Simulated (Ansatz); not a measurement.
**Si: how the settings move a single-point run**

Aim: see which settings change the result for Si, by how much, and at what cost.

Computed with Ansatz 0.2.0 (reference: DFT, PBE, PAW with Ansatz's default frozen-core files, scalar-relativistic, unless a step's input says otherwise).

## 1. The starting structure

It takes space group P-1 (No. 2, triclinic). The conventional cell has a = 2.550 Å, b = 3.507 Å, c = 3.507 Å, α = 79.85°, β = 68.68°, γ = 68.68°. Around Si (site symmetry 1) lie 6 Si at 2.35 to 2.55 Å.

Coordinates:

```cif
data_structure
_symmetry_space_group_name_H-M 'P 1'
_symmetry_Int_Tables_number 1
_cell_length_a 3.5075
_cell_length_b 3.5075
_cell_length_c 3.5075
_cell_angle_alpha 100.152
_cell_angle_beta 95.050
_cell_angle_gamma 137.368
_cell_volume 27.19
loop_
_atom_site_label
_atom_site_type_symbol
_atom_site_fract_x
_atom_site_fract_y
_atom_site_fract_z
_atom_site_occupancy
Si1 Si 0.83486 0.58537 0.27001 1
Si2 Si 0.19300 0.44300 0.75000 1
```

## 2. Reference

File input.yaml:

```yaml
crystal:
  lattice:
    - [-2.251, 2.3685, 1.275]
    - [2.251, -2.3685, 1.275]
    - [2.251, 2.3685, -1.275]
  atoms:
    - { symbol: Si, position: [0.8348634162, 0.5853723814, 0.2700099152] }
    - { symbol: Si, position: [0.193, 0.443, 0.75] }
kpoints:
  mp_grid: { grid: [16, 16, 16] }
scf:
  occupations: { method: fermi_dirac, width: 0.05 }
hamiltonian:
  xc: pbe
  pseudopotentials: { kind: paw }
output:
  forces: true
  stress: true
  eigenvalues: true
  efg: { contact_densities: true }
```

Run with:

```sh
$ ansatz run input.yaml --threads 1 --pin off --max-ram 2048MiB --backend cpu --events-out ev --progress --plain --runs-dir out
```

## 3. Variant: xc pbesol

Edit input.yaml of step 2 so:

```diff
@@ -13,3 +13,3 @@
 hamiltonian:
-  xc: pbe
+  xc: pbesol
   pseudopotentials: { kind: paw }
```

Q: Predict the outcome of this session. Wanted: for each run, ending; energy change; pressure; gap; force.

The runs gave:

```tsv
run	ending	energy change	pressure (GPa)	gap (eV)	force (eV/Å)	cycles	time
reference	converged	-	16.4	0.00	0.53	6	32 s
1: xc pbesol	converged	not comparable	13.5	0.00	0.53	6	32 s
```

Residual by cycle in the longest SCF loop of each run; runs are numbered as in the table. The quantity is the density residual dr2, in eV.

```tsv
cycle	reference	run 1
1	8.9e-4	5.9e-4
2	3.2e-4	2.0e-4
3	3.1e-6	2.9e-6
4	3.1e-7	1.1e-7
5	2.8e-8	1.9e-9
6	2.2e-9	2.3e-10
```

**Reading.** After a change of functional the difference of the totals has no physical meaning; the pressure goes from 16.4 to 13.5 GPa. At this fixed cell a lower pressure means that this functional prefers a smaller volume than the reference. The structure is not at rest: the sound run finds 16 GPa, so these are no properties of the relaxed crystal. 
